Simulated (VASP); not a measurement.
# Shielding tensors and field gradients of AlN, part 2 of 4

Wanted: the shieldings and field gradients at the nuclei of AlN. The cell is of the wurtzite type, one of the forms listed for this formula, which need not be the common one. The start is a cell from a database of measured crystal structures.

VASP 6.6.1, plane waves and PAW; the level of theory is named at each step.

So far. Step 2 (Ground state): The cell has a gap of 4.22 eV on this mesh and a pressure of +3.5 GPa, which holds the misfit of the given cell and coordinates with this functional, and any error of cutoff, mesh and data sets. Forces of up to 0.13 eV/Å remain in these settings.

The database entry behind the starting cell differs from later determinations by our own check (inner coordinate u about 0.002 short), so it need not match the best structure at ambient conditions.

### Step 3. Shielding tensors

This step: chemical shifts by linear response (GIPAW), PBE; plane waves and PAW (Al, N) (VASP 6.6.1).

LCHIMAG computes the induced currents by linear response. It needs tightly converged orbitals and a cutoff well above the default; LEFG adds the field gradients at no cost.

Contents of INCAR:

```
SYSTEM = AlN
PREC = Accurate
ENCUT = 560
EDIFF = 1E-09
NELM = 100
ISMEAR = 0
SIGMA = 0.01
LREAL = .FALSE.
ALGO = Normal
GGA = PE
NBANDS = 14
LWAVE = .FALSE.
LCHARG = .FALSE.
KPAR = 2
LCHIMAG = .TRUE.
LEFG = .TRUE.
DQ = 0.001
ICHIBARE = 1
LNMR_SYM_RED = .TRUE.
```

Contents of POSCAR:

```
AlN
1.0
    3.1130000000      0.0000000000      0.0000000000
   -1.5565000000      2.6959370820      0.0000000000
    0.0000000000      0.0000000000      4.9810000000
Al N
2 2
Direct
    0.6666666667      0.3333333333      0.5000000000
    0.3333333333      0.6666666667      0.0000000000
    0.6666666667      0.3333333333      0.8800000000
    0.3333333333      0.6666666667      0.3800000000
```

Contents of KPOINTS:

```
Automatic mesh
0
Gamma
7 7 4
0 0 0
```

Potentials, in the order of the species: Al and N (PBE family, release 64).

On the command line:

```sh
$ mpirun -np 2 vasp_std
```

Log:

```text
[... set-up lines as in an earlier step ...]
 entering main loop
       N       E                     dE             d eps       ncg     rms          rms(c)
DAV:   1     0.484309086501E+02    0.48431E+02   -0.79079E+03   672   0.110E+03
DAV:   2    -0.303226181202E+02   -0.78754E+02   -0.72561E+02   964   0.212E+02
DAV:   3    -0.344883437380E+02   -0.41657E+01   -0.41477E+01   900   0.522E+01
DAV:   4    -0.345182832508E+02   -0.29940E-01   -0.29933E-01   756   0.494E+00
DAV:   5    -0.345186560211E+02   -0.37277E-03   -0.37276E-03   906   0.556E-01    0.122E+01
DAV:   6    -0.297449592930E+02    0.47737E+01   -0.13185E+01   840   0.277E+01    0.422E+00
DAV:   7    -0.297838943053E+02   -0.38935E-01   -0.89191E-01   738   0.651E+00    0.293E+00
DAV:   8    -0.297778619054E+02    0.60324E-02   -0.85229E-02   774   0.282E+00    0.553E-01
DAV:   9    -0.297710453060E+02    0.68166E-02   -0.22881E-02   888   0.111E+00    0.249E-01
DAV:  10    -0.297717190481E+02   -0.67374E-03   -0.30302E-03   798   0.385E-01    0.157E-01
DAV:  11    -0.297715914226E+02    0.12763E-03   -0.33298E-04   858   0.145E-01    0.360E-02
DAV:  12    -0.297715940433E+02   -0.26207E-05   -0.16178E-05   810   0.357E-02    0.933E-03
DAV:  13    -0.297715941793E+02   -0.13595E-06   -0.60314E-06   870   0.194E-02    0.616E-03
DAV:  14    -0.297715941678E+02    0.11512E-07   -0.49776E-07   834   0.631E-03    0.182E-03
DAV:  15    -0.297715941935E+02   -0.25699E-07   -0.64575E-08   894   0.202E-03    0.156E-04
DAV:  16    -0.297715941860E+02    0.74821E-08   -0.19192E-09   604   0.390E-04    0.173E-04
DAV:  17    -0.297715941867E+02   -0.75067E-09   -0.31134E-10   540   0.223E-04
ion   1
     0.0000000     0.0000000     0.0000000    -0.1206410    -0.0000000    -0.0000000
     0.0000349     0.0000000     0.0000000    -0.1206410    -0.0000000    -0.0000000
     0.0000480     0.0000000     0.0000000    -0.1206410    -0.0000000    -0.0000000
     0.0000661     0.0000000     0.0000000    -0.1206410    -0.0000000    -0.0000000
     0.0000910     0.0000000     0.0000000    -0.1206410    -0.0000000    -0.0000000

     0.0000000     0.0000000     0.0000000    -1.9107623    -0.0000000    -0.0000000
     0.0000349     0.0000000     0.0000000    -1.9107597    -0.0000000    -0.0000000
     0.0000480     0.0000000     0.0000000    -1.9107581    -0.0000000    -0.0000000
     0.0000661     0.0000000     0.0000000    -1.9107554    -0.0000000    -0.0000000
     0.0000910     0.0000000     0.0000000    -1.9107509    -0.0000000    -0.0000000

ion   2
     0.0000000     0.0000000     0.0000000    -0.1206410     0.0000000    -0.0000000
     0.0000349     0.0000000     0.0000000    -0.1206410     0.0000000    -0.0000000
     0.0000480     0.0000000     0.0000000    -0.1206410     0.0000000    -0.0000000
     0.0000661     0.0000000     0.0000000    -0.1206410     0.0000000    -0.0000000
     0.0000910     0.0000000     0.0000000    -0.1206410     0.0000000    -0.0000000

     0.0000000     0.0000000     0.0000000    -1.9107623     0.0000000    -0.0000000
     0.0000349     0.0000000     0.0000000    -1.9107597     0.0000000    -0.0000000
     0.0000480     0.0000000     0.0000000    -1.9107581     0.0000000    -0.0000000
     0.0000661     0.0000000     0.0000000    -1.9107554     0.0000000    -0.0000000
     0.0000910     0.0000000     0.0000000    -1.9107509     0.0000000    -0.0000000

ion   3
     0.0000000     0.0000000    -0.0000000     0.0915737     0.0000000    -0.0000000
     0.0000281     0.0000000    -0.0000000     0.0915737     0.0000000    -0.0000000
     0.0000381     0.0000000    -0.0000000     0.0915737     0.0000000    -0.0000000
     0.0000517     0.0000000    -0.0000000     0.0915737     0.0000000    -0.0000000
     0.0000701     0.0000000    -0.0000000     0.0915737     0.0000000    -0.0000000

     0.0000000     0.0000000    -0.0000000     0.3210300     0.0000000    -0.0000000
     0.0000281     0.0000000    -0.0000000     0.3210300     0.0000000    -0.0000000
     0.0000381     0.0000000    -0.0000000     0.3210299     0.0000000    -0.0000000
     0.0000517     0.0000000    -0.0000000     0.3210298     0.0000000    -0.0000000
     0.0000701     0.0000000    -0.0000000     0.3210297     0.0000000    -0.0000000

ion   4
     0.0000000     0.0000000    -0.0000000     0.0915737     0.0000000    -0.0000000
     0.0000281     0.0000000    -0.0000000     0.0915737     0.0000000    -0.0000000
     0.0000381     0.0000000    -0.0000000     0.0915737     0.0000000    -0.0000000
     0.0000517     0.0000000    -0.0000000     0.0915737     0.0000000    -0.0000000
     0.0000701     0.0000000    -0.0000000     0.0915737     0.0000000    -0.0000000

     0.0000000     0.0000000    -0.0000000     0.3210300     0.0000000    -0.0000000
     0.0000281     0.0000000    -0.0000000     0.3210300     0.0000000    -0.0000000
     0.0000381     0.0000000    -0.0000000     0.3210299     0.0000000    -0.0000000
     0.0000517     0.0000000    -0.0000000     0.3210298     0.0000000    -0.0000000
     0.0000701     0.0000000    -0.0000000     0.3210297     0.0000000    -0.0000000

   1 F= -.29771594E+02 E0= -.29771594E+02  d E =-.154889E-23
DAV:   1     0.143139439802E+02    0.14314E+02   -0.44462E-11   450   0.293E-05
DAV:   2     0.143139439802E+02    0.10317E-10   -0.21536E-12   456   0.103E-05
BDIR= 1  IDIR= 2  IQ= -1
DAV:   1     0.286692633623E+02    0.28669E+02   -0.97901E-03  1506   0.712E-01
DAV:   2     0.286692188519E+02   -0.44510E-04   -0.44510E-04  1692   0.163E-01
DAV:   3     0.286692186167E+02   -0.23514E-06   -0.23512E-06  1752   0.135E-02
DAV:   4     0.286692186129E+02   -0.38328E-08   -0.38166E-08  1704   0.177E-03
DAV:   5     0.286692186128E+02   -0.52616E-10   -0.74409E-10  1316   0.260E-04
       N       E                     dE             d eps       ncg     rms
RMM:   1    -0.548125938569E+02   -0.54813E+02   -0.10941E+02  2589   0.479E+01
RMM:   2    -0.569428720710E+02   -0.21303E+01   -0.36691E+00  2774   0.733E+00
RMM:   3    -0.570517806761E+02   -0.10891E+00   -0.95088E-02  2825   0.117E+00
RMM:   4    -0.570557672104E+02   -0.39865E-02   -0.76079E-03  2829   0.260E-01
RMM:   5    -0.570561282773E+02   -0.36107E-03   -0.42941E-04  2852   0.593E-02
RMM:   6    -0.570561493209E+02   -0.21044E-04   -0.44619E-05  2865   0.156E-02
RMM:   7    -0.570561514641E+02   -0.21432E-05   -0.24181E-06  2800   0.390E-03
RMM:   8    -0.570561515892E+02   -0.12511E-06   -0.27608E-07  2439   0.108E-03
RMM:   9    -0.570561516033E+02   -0.14142E-07   -0.15727E-08  2082   0.300E-04
RMM:  10    -0.570561516042E+02   -0.84227E-09   -0.19132E-09  1961   0.107E-04
BDIR= 1  IDIR= 2  IQ=  0
DAV:   1     0.286278921294E+02    0.28628E+02   -0.74933E-11   906   0.720E-05
[...]
N       E                     dE             d eps       ncg     rms
RMM:   1    -0.549844128840E+02   -0.54984E+02   -0.10621E+02  2608   0.481E+01
RMM:   2    -0.569791738337E+02   -0.19948E+01   -0.35909E+00  2803   0.756E+00
RMM:   3    -0.570851751155E+02   -0.10600E+00   -0.94825E-02  2811   0.122E+00
RMM:   4    -0.570896748117E+02   -0.44997E-02   -0.83490E-03  2827   0.291E-01
RMM:   5    -0.570901088759E+02   -0.43406E-03   -0.53897E-04  2840   0.696E-02
RMM:   6    -0.570901400426E+02   -0.31167E-04   -0.64959E-05  2860   0.195E-02
RMM:   7    -0.570901434721E+02   -0.34295E-05   -0.43126E-06  2798   0.510E-03
RMM:   8    -0.570901437405E+02   -0.26839E-06   -0.60326E-07  2482   0.151E-03
RMM:   9    -0.570901437691E+02   -0.28591E-07   -0.36108E-08  2095   0.410E-04
RMM:  10    -0.570901437713E+02   -0.22558E-08   -0.46216E-09  1960   0.143E-04
RMM:  11    -0.570901437716E+02   -0.27424E-09   -0.35615E-10  1788   0.640E-05
BDIR= 3  IDIR= 1  IQ=  0
DAV:   1     0.286278921294E+02    0.28628E+02   -0.74904E-11   906   0.720E-05
DAV:   2     0.286278921294E+02    0.12676E-10   -0.54971E-12   906   0.254E-05
       N       E                     dE             d eps       ncg     rms
RMM:   1    -0.550282022595E+02   -0.55028E+02   -0.10641E+02  2609   0.481E+01
RMM:   2    -0.570265030066E+02   -0.19983E+01   -0.35896E+00  2802   0.756E+00
RMM:   3    -0.571327411080E+02   -0.10624E+00   -0.95034E-02  2809   0.122E+00
RMM:   4    -0.571372463817E+02   -0.45053E-02   -0.83455E-03  2821   0.291E-01
RMM:   5    -0.571376800098E+02   -0.43363E-03   -0.53840E-04  2815   0.695E-02
RMM:   6    -0.571377110903E+02   -0.31081E-04   -0.64534E-05  2831   0.194E-02
RMM:   7    -0.571377145017E+02   -0.34113E-05   -0.42996E-06  2756   0.508E-03
RMM:   8    -0.571377147687E+02   -0.26704E-06   -0.59627E-07  2423   0.150E-03
RMM:   9    -0.571377147972E+02   -0.28462E-07   -0.36121E-08  2044   0.409E-04
RMM:  10    -0.571377147994E+02   -0.22501E-08   -0.45340E-09  1927   0.143E-04
RMM:  11    -0.571377147997E+02   -0.28000E-09   -0.36095E-10  1728   0.648E-05
BDIR= 3  IDIR= 1  IQ=  1
DAV:   1     0.286252751014E+02    0.28625E+02   -0.97782E-03  1512   0.712E-01
DAV:   2     0.286252304300E+02   -0.44671E-04   -0.44671E-04  1686   0.163E-01
DAV:   3     0.286252301953E+02   -0.23470E-06   -0.23468E-06  1734   0.134E-02
DAV:   4     0.286252301915E+02   -0.37713E-08   -0.37537E-08  1704   0.173E-03
DAV:   5     0.286252301915E+02   -0.35811E-10   -0.72541E-10  1382   0.253E-04
       N       E                     dE             d eps       ncg     rms
RMM:   1    -0.550720860854E+02   -0.55072E+02   -0.10661E+02  2609   0.481E+01
RMM:   2    -0.570733740929E+02   -0.20013E+01   -0.35874E+00  2802   0.756E+00
RMM:   3    -0.571798121292E+02   -0.10644E+00   -0.95199E-02  2809   0.122E+00
RMM:   4    -0.571843216702E+02   -0.45095E-02   -0.83417E-03  2827   0.292E-01
RMM:   5    -0.571847549906E+02   -0.43332E-03   -0.53848E-04  2840   0.696E-02
RMM:   6    -0.571847860008E+02   -0.31010E-04   -0.64145E-05  2861   0.194E-02
RMM:   7    -0.571847893961E+02   -0.33953E-05   -0.42892E-06  2798   0.509E-03
RMM:   8    -0.571847896620E+02   -0.26588E-06   -0.58980E-07  2481   0.150E-03
RMM:   9    -0.571847896904E+02   -0.28360E-07   -0.36162E-08  2093   0.410E-04
RMM:  10    -0.571847896926E+02   -0.22538E-08   -0.45251E-09  1952   0.143E-04
RMM:  11    -0.571847896929E+02   -0.27917E-09   -0.36190E-10  1794   0.649E-05
BDIR= 3  IDIR= 2  IQ= -1
DAV:   1     0.286692633623E+02    0.28669E+02   -0.97901E-03  1506   0.712E-01
DAV:   2     0.286692188518E+02   -0.44510E-04   -0.44510E-04  1692   0.163E-01
DAV:   3     0.286692186167E+02   -0.23511E-06   -0.23512E-06  1752   0.135E-02
DAV:   4     0.286692186129E+02   -0.38213E-08   -0.38166E-08  1704   0.177E-03
DAV:   5     0.286692186128E+02   -0.70152E-10   -0.74423E-10  1316   0.260E-04
       N       E                     dE             d eps       ncg     rms
RMM:   1    -0.549817900923E+02   -0.54982E+02   -0.10597E+02  2560   0.482E+01
RMM:   2    -0.570142708672E+02   -0.20325E+01   -0.37400E+00  2738   0.768E+00
RMM:   3    -0.571265288984E+02   -0.11226E+00   -0.96578E-02  2737   0.124E+00
RMM:   4    -0.571311459935E+02   -0.46171E-02   -0.87489E-03  2761   0.298E-01
RMM:   5    -0.571315995821E+02   -0.45359E-03   -0.55336E-04  2744   0.712E-02
RMM:   6    -0.571316319337E+02   -0.32352E-04   -0.68049E-05  2770   0.200E-02
RMM:   7    -0.571316355554E+02   -0.36217E-05   -0.44902E-06  2652   0.526E-03
RMM:   8    -0.571316358389E+02   -0.28350E-06   -0.64536E-07  2341   0.157E-03
RMM:   9    -0.571316358692E+02   -0.30293E-07   -0.37450E-08  1991   0.422E-04
RMM:  10    -0.571316358716E+02   -0.23658E-08   -0.48397E-09  1835   0.147E-04
RMM:  11    -0.571316358719E+02   -0.30490E-09   -0.38606E-10  1662   0.662E-05
BDIR= 3  IDIR= 2  IQ=  0
DAV:   1     0.286278921294E+02    0.28628E+02   -0.74920E-11   906   0.720E-05
DAV:   2     0.286278921294E+02   -0.15064E-11   -0.52602E-12   906   0.254E-05
       N       E                     dE             d eps       ncg     rms
RMM:   1    -0.549884191493E+02   -0.54988E+02   -0.10602E+02  2558   0.482E+01
RMM:   2    -0.570205900448E+02   -0.20322E+01   -0.37328E+00  2740   0.768E+00
RMM:   3    -0.571326267499E+02   -0.11204E+00   -0.96357E-02  2738   0.124E+00
RMM:   4    -0.571372274884E+02   -0.46007E-02   -0.87043E-03  2755   0.297E-01
RMM:   5    -0.571376786578E+02   -0.45117E-03   -0.55060E-04  2744   0.710E-02
RMM:   6    -0.571377107932E+02   -0.32135E-04   -0.67412E-05  2764   0.200E-02
RMM:   7    -0.571377143857E+02   -0.35925E-05   -0.44574E-06  2649   0.524E-03
RMM:   8    -0.571377146667E+02   -0.28100E-06   -0.63758E-07  2333   0.156E-03
RMM:   9    -0.571377146967E+02   -0.30035E-07   -0.37189E-08  1987   0.420E-04
RMM:  10    -0.571377146991E+02   -0.23484E-08   -0.47963E-09  1825   0.146E-04
RMM:  11    -0.571377146994E+02   -0.30151E-09   -0.38175E-10  1644   0.660E-05
BDIR= 3  IDIR= 2  IQ=  1
DAV:   1     0.285866073014E+02    0.28587E+02   -0.97794E-03  1506   0.712E-01
DAV:   2     0.285865628515E+02   -0.44450E-04   -0.44450E-04  1692   0.162E-01
DAV:   3     0.285865626173E+02   -0.23419E-06   -0.23419E-06  1734   0.135E-02
DAV:   4     0.285865626135E+02   -0.37717E-08   -0.37788E-08  1704   0.176E-03
DAV:   5     0.285865626134E+02   -0.84295E-10   -0.73373E-10  1310   0.259E-04
       N       E                     dE             d eps       ncg     rms
RMM:   1    -0.549952759324E+02   -0.54995E+02   -0.10605E+02  2557   0.482E+01
RMM:   2    -0.570264796081E+02   -0.20312E+01   -0.37247E+00  2739   0.768E+00
RMM:   3    -0.571382325512E+02   -0.11175E+00   -0.96064E-02  2738   0.124E+00
RMM:   4    -0.571428115741E+02   -0.45790E-02   -0.86352E-03  2758   0.297E-01
RMM:   5    -0.571432619488E+02   -0.45037E-03   -0.54953E-04  2745   0.712E-02
RMM:   6    -0.571432939856E+02   -0.32037E-04   -0.67238E-05  2770   0.200E-02
RMM:   7    -0.571432975502E+02   -0.35645E-05   -0.44224E-06  2653   0.522E-03
RMM:   8    -0.571432978286E+02   -0.27841E-06   -0.62966E-07  2339   0.155E-03
RMM:   9    -0.571432978583E+02   -0.29780E-07   -0.36940E-08  1987   0.418E-04
RMM:  10    -0.571432978607E+02   -0.23332E-08   -0.47599E-09  1834   0.146E-04
RMM:  11    -0.571432978610E+02   -0.29861E-09   -0.37812E-10  1659   0.660E-05
       N       E                     dE             d eps       ncg     rms
RLQ:   1    -0.308628596368E+00   -0.30863E+00   -0.23976E-01  1693   0.871E+00
RLQ:   2    -0.373648599366E+00   -0.65020E-01   -0.61965E-02  2512   0.922E-01
RLQ:   3    -0.375130996585E+00   -0.14824E-02   -0.21426E-03  2482   0.157E-01
RLQ:   4    -0.375225031914E+00   -0.94035E-04   -0.17926E-04  2530   0.294E-02
RLQ:   5    -0.375233028399E+00   -0.79965E-05   -0.13727E-05  2317   0.771E-03
RLQ:   6    -0.375233715711E+00   -0.68731E-06   -0.13383E-06  2139   0.192E-03
RLQ:   7    -0.375233782967E+00   -0.67257E-07   -0.12363E-07  1737   0.580E-04
RLQ:   8    -0.375233789350E+00   -0.63823E-08   -0.12330E-08  1565   0.175E-04
RLQ:   9    -0.375233789978E+00   -0.62839E-09   -0.10536E-09  1397   0.754E-05
```

The job ended after 6.7 min (2 MPI ranks of Intel Xeon Platinum 8259CL at 2.50GHz (Skylake/Cascade Lake), shared host; peak memory 0.56 GiB).

OUTCAR, selected parts (step 3):

```text
 Found     24 irreducible k-points:

   ENCUT  =  560.0 eV  41.16 Ry    6.42 a.u.   6.01  6.01  9.61*2*pi/ulx,y,z

   NELECT =      16.0000    total number of electrons

  Total        0.7454438      0.7454438      1.1745574      0.0000000      0.0000000      0.0000000
  in kB       28.5706452     28.5706452     45.0172966      0.0000000      0.0000000      0.0000000
  external PRESSURE =      34.0528623 kB  Pullay stress =       0.0000000 kB

  energy-cutoff  :      560.00
  volume of cell :       41.80
      direct lattice vectors                 reciprocal lattice vectors
     3.113000000  0.000000000  0.000000000     0.321233537  0.185464269  0.000000000
    -1.556500000  2.695937082  0.000000000     0.000000000  0.370928538  0.000000000
     0.000000000  0.000000000  4.981000000     0.000000000  0.000000000  0.200762899

 POSITION                                       TOTAL-FORCE (eV/Angst)
 -----------------------------------------------------------------------------------
      1.55650      0.89865      2.49050        -0.000000      0.000000     -0.129137
     -0.00000      1.79729      0.00000         0.000000     -0.000000     -0.129137
      1.55650      0.89865      4.38328         0.000000      0.000000      0.129137
     -0.00000      1.79729      1.89278        -0.000000     -0.000000      0.129137
 -----------------------------------------------------------------------------------
    total drift:                               -0.000000     -0.000000      0.000396

 Electric field gradients after diagonalization (V/A^2)
 (convention: |V_zz| > |V_xx| > |V_yy|)
----------------------------------------------------------------------
 ion       V_xx      V_yy      V_zz     asymmetry (V_yy - V_xx)/ V_zz
----------------------------------------------------------------------
   1      -1.307    -1.307     2.613       0.000
   2      -1.307    -1.307     2.613       0.000
   3       0.211     0.211    -0.422       0.001
   4       0.211     0.211    -0.422       0.001
----------------------------------------------------------------------

  ORBITAL MAGNETIC SUSCEPTIBILITY, excluding core contribution
 -------------------------------------------------------------
  Approximate magnetic susceptibility, pGv (10^-6 cm^3/mole)
     1        -28.157286          0.000000          0.000000
     2          0.000000        -27.920849          0.000000
     3          0.000000          0.000000        -32.032347
 -------------------------------------------------------------
  Approximate magnetic susceptibility, vGv (10^-6 cm^3/mole)
     1        -25.202913          0.000000          0.000000
     2          0.000000        -24.759792          0.000000
     3          0.000000          0.000000        -27.968131

  CSA tensor (J. Mason, Solid State Nucl. Magn. Reson. 2, 285 (1993))
  for chemical shielding  (including the isotropic core contribution)

  BDIR labels direction of applied magnetic field (i.e. B0)
  For BDIR==1, B0 along x-axis, etc.
  Induced field listed along cartesian directions for each BDIR
 ------------------------------------------------------------------------------------------
                 EXCLUDING G=0 CONTRIBUTION              INCLUDING G=0 CONTRIBUTION
 ------------------------------------------------------------------------------------------
  ion  BDIR            X           Y           Z                X           Y           Z
          (   iso_shield        span        skew ) (   iso_shield        span        skew )
 ------------------------------------------------------------------------------------------
    1     1     444.5220      0.0000      0.0000         455.9412      0.0000      0.0000
          2       0.0000    444.5220      0.0017           0.0000    455.8626      0.0017
          3       0.0000      0.0030    431.0949           0.0000      0.0030    443.8036
          (     440.0463     13.4272     -1.0000 ) (     451.8691     12.1376     -0.9870 )

    2     1     444.5220      0.0000      0.0000         455.9412      0.0000      0.0000
          2       0.0000    444.5220     -0.0017           0.0000    455.8626     -0.0017
          3       0.0000     -0.0030    431.0949           0.0000     -0.0030    443.8036
          (     440.0463     13.4272     -1.0000 ) (     451.8691     12.1376     -0.9870 )

    3     1     113.0170      0.0000      0.0000         124.4362      0.0000      0.0000
          2       0.0000    113.0181     -0.0006           0.0000    124.3586     -0.0006
          3       0.0000      0.0007    121.6270           0.0000      0.0007    134.3358
          (     115.8874      8.6100      0.9998 ) (     127.7102      9.9771      0.9844 )

    4     1     113.0170      0.0000      0.0000         124.4362      0.0000      0.0000
          2       0.0000    113.0181      0.0006           0.0000    124.3586      0.0006
          3       0.0000     -0.0007    121.6270           0.0000     -0.0007    134.3358
          (     115.8874      8.6100      0.9998 ) (     127.7102      9.9771      0.9844 )
 ------------------------------------------------------------------------------------------

[... 7 parts as in an earlier step ...]

[... 1 further part left out ...]
```

The atoms bear forces, and field gradients depend strongly on their positions.

Numbers from this step:

```
Fermi energy : 6.188 eV
pressure     : 3.405 GPa
```

Valence and core; the G = 0 term is that of a spherical sample. NMR shielding, by row:

```csv
atom,isotropic shielding (ppm),span (ppm),skew,isotropic shielding without the G = 0 term (ppm)
Al1,451.9,12.14,-0.987,440
Al2,451.9,12.14,-0.987,440
N3,127.7,9.977,0.9844,115.9
N4,127.7,9.977,0.9844,115.9
```

Ordered as |Vzz| ≥ |Vxx| ≥ |Vyy|, the program's way. Electric field gradients, by row:

```
atom  Vxx (V/Å²)  Vyy (V/Å²)  Vzz (V/Å²)  asymmetry
 Al1      -1.307      -1.307       2.613          0
 Al2      -1.307      -1.307       2.613          0
  N3       0.211       0.211      -0.422      0.001
  N4       0.211       0.211      -0.422      0.001
```

(Part 2 of 4 ends here.)

[Lines on the potential files, build, host, timing and source positions are cut from VASP's logs without a mark.]

[Logs are printed without paths, hosts, clocks, repeated set-up lines and the standing remarks that a program may print on its own settings, such as how far it seeks lower states.]

[Hosts, paths, dates, database ids (printed as entryN), source tags and the programs' standing remarks are cut or masked in the printed files.]
